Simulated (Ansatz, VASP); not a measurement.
Two plane-wave programs on Au

```
CELL_PARAMETERS angstrom
2.74841 0.00000 0.00000
0.00000 2.74841 0.00000
0.00000 0.00000 2.74841
ATOMIC_POSITIONS crystal
Au 0.50000 0.50000 0.50000
```

Alike in both runs: functional PBE; k mesh 20 × 20 × 20; occupations gaussian, width 0.1 eV; no spin polarisation.

Ansatz relaxed the structure, and its values are those at the end. VASP's run is a single point on that final structure, the one shown.

|  | VASP | Ansatz |
| --- | --- | --- |
| version | VASP 6.6.1 | Ansatz 0.2.0 |
| potentials or method | VASP PAW PBE potentials, release 64 (Au) | scalar-relativistic, plane waves, PAW |
| plane-wave cutoff (eV) | 520 | 420 |
| valence electrons in the cell | 11 | 19 |

Ansatz gave:

* gap on the k mesh at the Fermi level (eV): none
* pressure (GPa): 0.0

**Question.** What did VASP give for the same quantities?

**Answer.** gap on the k mesh at the Fermi level (eV): none; pressure (GPa): -0.2.

A gap of «none» marks a metal or a gap that the smearing closes. The two sets of potentials don't hold the same shells in valence.

Spin-orbit coupling is left out, which matters for the levels of Au.
